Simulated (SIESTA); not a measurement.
Pt:

```
Pt
1.0
     2.76067    0.00000    0.00000
    -1.38033    2.39081    0.00000
     0.00000    0.00000    4.79213
Pt
2
Cartesian
  0.0000 1.5939 1.1980
  1.3803 0.7969 3.5941
```

This isn't the form of Pt at room conditions, which is fcc.

| Property | Result |
| --- | --- |
| Program | SIESTA 5.4.2 |
| Task | single point |
| Functional | PBEsol |
| Potentials or basis | PseudoDojo 0.4 standard (PBEsol files) |
| Basis | DZP (energy shift 0.003 Ry; two zetas on semicore shells) |
| Grid cutoff | 800 Ry |
| Energy shift | 0.003 Ry |
| k mesh | 11 × 11 × 6 |
| Occupations | fermi-dirac, width 0.05 eV |
| Spin | no spin polarisation |

On this cell: pressure -8.7 GPa; largest force under 0.003 eV/Å; band gap on the k mesh none (metal or under the smearing width).

The same run follows on a disturbed copy (atoms moved at random, drawn with an rms of 0.05 Å):

```
CELL_PARAMETERS angstrom
2.76067 0.00000 0.00000
-1.38033 2.39081 0.00000
0.00000 0.00000 4.79213
ATOMIC_POSITIONS crystal
Pt 0.32844 0.68797 0.25286
Pt 0.67332 0.32279 0.74338
```

**Question.** What does the disturbed cell give?

**Answer.** The energy (extrapolated to zero smearing) moves by +3.9 meV/atom; pressure -8.3 GPa; largest force 0.520 eV/Å; band gap on the k mesh none (metal or under the smearing width).

Forces in eV/Å, atoms in the order of the input:
```
Pt  -0.064  0.016 -0.516
Pt   0.064 -0.016  0.516
```

Stress tensor (GPa, compression positive):
```
 -7.70   0.21  -0.13
  0.21  -6.90   0.25
 -0.13   0.25 -10.45
```

Caveats: short orbitals over semicore shells can move pressures by several GPa; the basis of atomic orbitals isn't converged, which shifts pressures, moduli and gaps.
